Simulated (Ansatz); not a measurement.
Relax this structure to zero stress and force, keeping its symmetry:

```
Cs
1.0
    -3.03350    3.03350    3.03350
     3.03350   -3.03350    3.03350
     3.03350    3.03350   -3.03350
Cs
1
Cartesian
  0.0000 0.0000 0.0000
```

Computed with Ansatz, DFT PBE, scalar-relativistic, plane waves, PAW.

Plane waves to 420 eV, a k mesh through Γ of 10×10×10 on the computed 1-atom cell and Gaussian smearing (0.10 eV); no spin polarisation.

Problem. What does it relax to?

Solution. The volume rises by 5.15 Å³/atom to 116.81 Å³/atom, and the energy falls by 1.6 meV/atom. Final structure:
Space group Im-3m (No. 229). a = 6.159 Å, b = 6.159 Å, c = 6.159 Å, α = 90.00°, β = 90.00°, γ = 90.00°
```
atom site symmetry x y z
  Cs    2a m-3m  0.0000  0.0000  0.0000
```